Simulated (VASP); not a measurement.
Wanted: the native input for a VASP 6.6.1 run.

* Task: density of states
* Functional: PBE
* Potentials or basis: VASP PAW PBE potentials, release 64 (Ta_pv, N)
* Cutoff: 520 eV
* k mesh: 10 × 10 × 6
* Occupations: gaussian, width 0.02 eV
* Spin: no spin polarisation
* k mesh for the DOS: 15 × 15 × 9
* Occupations for the DOS: tetrahedron
* Further INCAR settings: ALGO = Normal; EDIFF = 1e-06

Ta2N:

```
Ta N
1.0
     3.11286    0.00000    0.00000
    -1.55643    2.69582    0.00000
     0.00000    0.00000    4.86984
Ta N
2 1
Cartesian
  0.0000 1.7972 1.2404
  1.5564 0.8986 3.6294
  0.0000 0.0000 0.0000
```

The cell comes from a database or a generator and needn't be the stable form of this composition.

The input as run:

POSCAR

```
Ta2N
1.0
    3.1128615060      0.0000000000      0.0000000000
   -1.5564307530      2.6958171426      0.0000000000
    0.0000000000      0.0000000000      4.8698410000
Ta N
2 1
Direct
    0.3333333333      0.6666666667      0.2547110000
    0.6666666667      0.3333333333      0.7452890000
    0.0000000000      0.0000000000      0.0000000000
```

INCAR.step1

```
SYSTEM = Ta2N
PREC = Accurate
ENCUT = 520
EDIFF = 1E-6
ISMEAR = 0
SIGMA = 0.02
LREAL = .False.
LASPH = .True.
NELM = 80
ALGO = Normal
ISIF = 2
LWAVE = .False.
LCHARG = .True.
LMAXMIX = 4
GGA = PE
```

KPOINTS.step1

```
Automatic mesh
0
Gamma
  10 10 6
  0 0 0
```

INCAR.step2

```
SYSTEM = Ta2N
PREC = Accurate
ENCUT = 520
EDIFF = 1E-6
ISMEAR = -5
SIGMA = 0.02
LREAL = .False.
LASPH = .True.
NELM = 80
ALGO = Normal
ISIF = 2
LWAVE = .False.
LCHARG = .False.
LMAXMIX = 4
GGA = PE
LORBIT = 11
NEDOS = 1001
ICHARG = 11
```

KPOINTS.step2

```
Automatic mesh
0
Gamma
  15 15 9
  0 0 0
```

Potentials or basis: VASP PAW PBE potentials, release 64 (Ta_pv, N).

The run is started by

```console
$ cat potpaw_PBE.64/Ta_pv/POTCAR potpaw_PBE.64/N/POTCAR > POTCAR
$ cp INCAR.step1 INCAR
$ cp KPOINTS.step1 KPOINTS
$ mpirun -np 1 vasp_std > vasp.out
$ cp INCAR.step2 INCAR
$ cp KPOINTS.step2 KPOINTS
$ mpirun -np 1 vasp_std > vasp.out
```

It gave:

```yaml
Valence_electrons_inside_the_program's_atomic_spheres: Ta 8.88; N 3.75
```

It took 67 s on 1 thread of Intel(R) Xeon(R) Platinum 8488C (Sapphire Rapids), on a shared host, peak memory 0.25 GiB.
